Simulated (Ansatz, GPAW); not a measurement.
# One calculation of Sb, 3 ways

```
CELL_PARAMETERS angstrom
-1.87134 1.87134 1.87134
1.87134 -1.87134 1.87134
1.87134 1.87134 -1.87134
ATOMIC_POSITIONS crystal
Sb 0.00000 0.00000 0.00000
```

This isn't the form of Sb at room conditions, which is rhombohedral.

Alike in all runs: task single point; functional PBEsol; k mesh 10 × 10 × 10; occupations fermi-dirac, width 0.05 eV; no spin polarisation; no spin-orbit coupling. Pressure is positive in compression and, in plane waves, holds the error of the finite cutoff, which Ansatz's Pulay term estimates and takes out.

| program and potentials | plane-wave cutoff (eV) | notes | band gap (eV) | pressure (GPa) |
| --- | --- | --- | --- | --- |
| Ansatz, Ansatz PAW | 420 | potentials made for PBE, which Ansatz adapts in part; Pulay term of +0.04 GPa included | no gap | -0.01 |
| GPAW, PAW data sets generated for this functional | 600 | - | no gap | -0.37 |
| Ansatz, all-electron LAPW, scalar-relativistic | - | - | no gap | 0.00 |

None finds a gap. The pressure spans -0.37 (GPAW, PAW data sets generated for this functional) to 0.00 GPa (Ansatz, all-electron LAPW, scalar-relativistic), with all-electron results at 0.00.

The functional is the same throughout but for its coding, so the spread measures potentials, basis and numerics; runs on potential files found faulty are left out.
